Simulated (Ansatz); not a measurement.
**TaN: comparing deformations**

These are results of DFT r2SCAN, scalar-relativistic, plane waves, PAW in Ansatz, not measurements. Settings: plane waves to 500 eV, k-mesh 18×18×16 (Γ-centred), Gaussian smearing 0.15 eV. Spin–orbit coupling is left out, which can shift energies with elements as heavy as these. No spin polarisation. Energies are free energies at this smearing, counted from the undisturbed cell; pressure is positive in compression.

The starting cell (as given, not relaxed at this level; it stands at -0.2 GPa; this form isn't the usual structure):

```
Ta N
1.0
     2.93800    0.00000    0.00000
    -1.46900    2.54438    0.00000
     0.00000    0.00000    2.88300
Ta N
1 1
Direct
  0.33333 0.66667 0.50000
  0.00000 0.00000 0.00000
```

The cell is strained by ε times a Voigt pattern (xx, yy, zz, yz, xz, xy; engineering shear) with fractional coordinates fixed. τ = (1/V0) dE/dε comes from the stress tensor. Of each scan, only the three points used here are listed.

```
            pattern        ε  τ (GPa)
 (0, 1, 0, 0, 0, 0)  -0.0150   -10.18
 (0, 1, 0, 0, 0, 0)   0.0000     0.49
 (0, 1, 0, 0, 0, 0)   0.0150    10.19
 (0, 0, 0, 0, 0, 1)  -0.0075    -1.74
 (0, 0, 0, 0, 0, 1)   0.0000     0.00
 (0, 0, 0, 0, 0, 1)   0.0075     1.74
(1, -1, 0, 0, 0, 0)  -0.0100    -9.51
(1, -1, 0, 0, 0, 0)   0.0000     0.00
(1, -1, 0, 0, 0, 0)   0.0100     9.32
```

Problem. Which constants do the scans give, and which deformation costs least for the same size of strain tensor?

Solution. The slope dτ/dε at zero (parabola through three points) is pᵀCp: (0, 1, 0, 0, 0, 0) gives C22 = 679 GPa; (0, 0, 0, 0, 0, 1) gives C66 = 232 GPa; (1, -1, 0, 0, 0, 0) gives C11 + C22 − 2 C12 = 942 GPa. The size of the strain tensor, ε:ε, is ε² times 1.0, 0.5, 2.0. Per unit of it the stiffnesses are 679, 463, 471 GPa, so (0, 0, 0, 0, 0, 1) is the softest of these, level with (1, -1, 0, 0, 0, 0): at ε:ε = (1 %)² the quadratic term costs 1.56 meV/atom against 2.28 for the stiffest. These are clamped-ion values.

Forces appear on the atoms along this scan, and letting them relax would lower the energy and soften the response. In a metal these slopes depend on the k mesh and the smearing.